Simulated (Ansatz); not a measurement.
Relaxed bulk C:

Space group Fd-3m:1 (No. 227). a = 3.571 Å, b = 3.571 Å, c = 3.571 Å, α = 90.00°, β = 90.00°, γ = 90.00°
```json
{"atom": "C", "site": "8a", "symmetry": "-43m", "x": "0.5000", "y": "0.0000", "z": "0.5000"}
```

Miller indices refer to the conventional cell of Fd-3m (No. 227), a = 3.571 Å, b = 3.571 Å, c = 3.571 Å, α = 90.00°, β = 90.00°, γ = 90.00°. The bulk's gap is 4.13 eV.

The (100) slab of 13 planes, 10.7 Å thick with 15 Å of vacuum as cut; outer planes C (top) and C (bottom).

Level of theory: Ansatz 0.2.0, DFT PBE, scalar-relativistic, plane waves, PAW. Plane waves to 420 eV, a k mesh through Γ of 10×10×1 on the computed 13-atom cell and Gaussian smearing (0.05 eV); no spin polarisation. The cell repeats along c with a dipole correction in the vacuum.

This cut of an insulator is polar or leaves open shells, so the slab is metallic here; real surfaces compensate by reconstruction or adsorbates.

With the atoms at the bulk's places:

```json
{"Surface energy (mean of both faces)": "8.77 J/m²", "Gap of the slab on the mesh": "none (metal or semimetal)", "Work function": "7.53 eV"}
```

Problem. What changes when all atoms relax within this surface cell and its symmetry?

Solution. The energy falls by 0.313 J/m² a face, and the largest move is 0.08 Å.

For the relaxed slab, the surface energy (mean of both faces) is 8.46 J/m², the gap of the slab on the mesh is none (metal or semimetal) and the work function is 7.26 eV.

```
plane (bottom to top) atoms spacing to next, bulk (Å) relaxed (Å) change (%)
                    1      C                      0.893        0.787       -11.9
                    2      C                      0.893        0.927        +3.9
                    3      C                      0.893        0.882        -1.2
                    4      C                      0.893        0.896        +0.4
                    5      C                      0.893        0.892        -0.1
                    6      C                      0.893        0.893        +0.1
                    7      C                      0.893        0.893        +0.1
                    8      C                      0.893        0.892        -0.1
                    9      C                      0.893        0.896        +0.4
                   10      C                      0.893        0.882        -1.2
                   11      C                      0.893        0.927        +3.9
                   12      C                      0.893        0.787       -11.9
                   13      C
```